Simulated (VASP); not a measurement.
Os:

```
CELL_PARAMETERS angstrom
0.00000 2.52717 2.52717
2.52717 0.00000 2.52717
2.52717 2.52717 0.00000
ATOMIC_POSITIONS crystal
Os 0.50000 0.50000 0.50000
Os 0.75000 0.75000 0.75000
```

The cell was built by a generator and needn't be a form met in nature.

| Item | Value |
| --- | --- |
| Program | VASP 6.6.1 |
| Task | relaxation of cell and atoms |
| Functional | r2SCAN |
| Potentials or basis | VASP PAW PBE potentials, release 64 (Os) |
| Cutoff | 600 eV |
| k mesh | 6 × 6 × 6 |
| Occupations | gaussian, width 0.1 eV |
| Spin | no spin polarisation |

At the start: pressure 98.5 GPa; volume 16.14 Å³/atom.

Question: How do energy, volume and symmetry change on relaxing?

Answer: Over 7 steps the energy falls by 1165.2 meV/atom and the volume is 20.89 Å³/atom (+29.4 %); space group Fd-3m (No. 227, to 0.05 Å).

Step by step:
| step | energy change (eV) | largest force (eV/Å) | pressure (GPa) | volume (Å³) |
| --- | --- | --- | --- | --- |
| 1 | 0.0000 | 0.0000 | 98.52 | 32.28 |
| 2 | 8.2407 | 0.0000 | -20.19 | 104.39 |
| 3 | 2.3059 | 0.0000 | -33.23 | 68.96 |
| 4 | -1.3069 | 0.0000 | -28.11 | 51.35 |
| 5 | -2.3224 | 0.0000 | 3.80 | 41.08 |
| 6 | -2.3294 | 0.0000 | -1.28 | 42.02 |
| 7 | -2.3304 | 0.0000 | -0.01 | 41.77 |

Final structure:
```
CELL_PARAMETERS angstrom
0.00000 2.75398 2.75398
2.75398 0.00000 2.75398
2.75398 2.75398 0.00000
ATOMIC_POSITIONS crystal
Os 0.50000 0.50000 0.50000
Os 0.75000 0.75000 0.75000
```

Caveat: the volume moved by over 15 % at a fixed basis, so the end points are rough; the PAW data sets were made with another functional, which shifts forces and pressure a little.
